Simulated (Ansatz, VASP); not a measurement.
# One calculation of Ti, two programs

```
Ti
1.0
    -1.68634    1.68634    1.68634
     1.68634   -1.68634    1.68634
     1.68634    1.68634   -1.68634
Ti
1
Direct
  0.00000 0.00000 0.00000
```

Alike in both runs: task single point; functional PBEsol; k mesh 22 × 22 × 22; occupations gaussian, width 0.15 eV; no spin polarisation.

|  | VASP | Ansatz |
| --- | --- | --- |
| version | VASP 6.6.1 | Ansatz 0.2.0 |
| potentials or method | VASP PAW PBE potentials, release 64 (Ti_sv) | scalar-relativistic, plane waves, PAW |
| plane-wave cutoff (eV) | 520 | 520 |
| valence electrons in the cell | 12 | 12 |

```tsv
	VASP	Ansatz	Ansatz less VASP
gap on the k mesh at the Fermi level (eV)	none	none	-
pressure (GPa)	-13.0	-13.0	+0.06
```

A gap of «none» marks a metal or a gap that the smearing closes. Ansatz warned: «pseudo_functional_mismatch».

Caveats: the PAW data sets were made with another functional, which shifts forces and pressure a little (VASP).
